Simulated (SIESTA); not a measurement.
# HfO2 under changes of volume

One of the cells (10.955 Å³/atom); the others are scaled copies at fixed shape and fractional positions:

```xyz
12
Lattice="5.2195 0.0000 0.0000 0.0000 5.0048 0.0000 0.0000 0.0000 5.0327" Properties=species:S:1:pos:R:3 pbc="T T T"
Hf    5.0472    3.6661    3.7314
Hf    2.7820    3.6661    1.2151
Hf    2.4375    1.3387    3.7314
Hf    0.1723    1.3387    1.2151
O     3.2994    4.6477    4.4251
O     4.5298    4.6477    1.9087
O     1.2211    2.7020    2.4776
O     1.3886    2.7020    4.9939
O     3.9984    2.3028    4.9939
O     3.8308    2.3028    2.4776
O     0.6896    0.3571    4.4251
O     1.9201    0.3571    1.9087
```

Measurements of this composition are mostly on another form, of space group No. 14.

- Program: SIESTA 5.4.2
- Functional: PBEGcGxLO
- Potentials or basis: PseudoDojo 0.4 standard (PBE files)
- Basis: DZP (energy shift 0.002 Ry)
- Grid cutoff: 800 Ry
- Energy shift: 0.002 Ry
- k mesh: 4 × 4 × 4
- Occupations: fermi-dirac, width 0.05 eV
- Spin: no spin polarisation

```tsv
volume (Å³/atom)	energy over the lowest point (meV/atom)	pressure (GPa)	gap on the mesh (eV)	largest force (eV/Å)
10.298	52.65	22.9	4.40	0.404
10.517	26.41	15.7	4.33	0.305
10.736	9.50	9.2	4.26	0.218
10.955	0.98	3.4	4.19	0.144
11.175	0.00	-1.8	4.12	0.099
11.394	?	?	?	?
11.613	17.63	-10.7	3.99	0.148
```

Problem. What does the run at 11.394 Å³/atom give?

Solution. Energy over the lowest point 5.77 meV/atom; pressure -6.5 GPa; gap on the mesh 4.05 eV; largest force 0.105 eV/Å.

Worked out: A Birch-Murnaghan fit of order 3 (a polynomial in V^(-2/3)) to the other rows has its minimum at 11.09 Å³/atom with B0 = V·E''(V) = 260 GPa and B' = 4.5 at fixed shape and positions, which overstates the stiffness. It gives 5.78 meV/atom at 11.394 Å³/atom, against the run's 5.77, and -dE/dV = -6.5 GPa, against -6.5. A straight line through the other rows of the gap, of slope -3.42 eV per unit of ln V, gives 4.06 eV, against the run's 4.05.

Energies are extrapolated to zero smearing.

Caveats: semicore shells carry a single zeta, which can move pressures by several GPa and volumes by a few percent; the potentials were made for another functional, which shifts forces and pressure; spin-orbit coupling is left out, which moves the levels of the heavy elements; the basis of atomic orbitals isn't converged, which shifts pressures, moduli and gaps.

A mesh can miss the band edges.
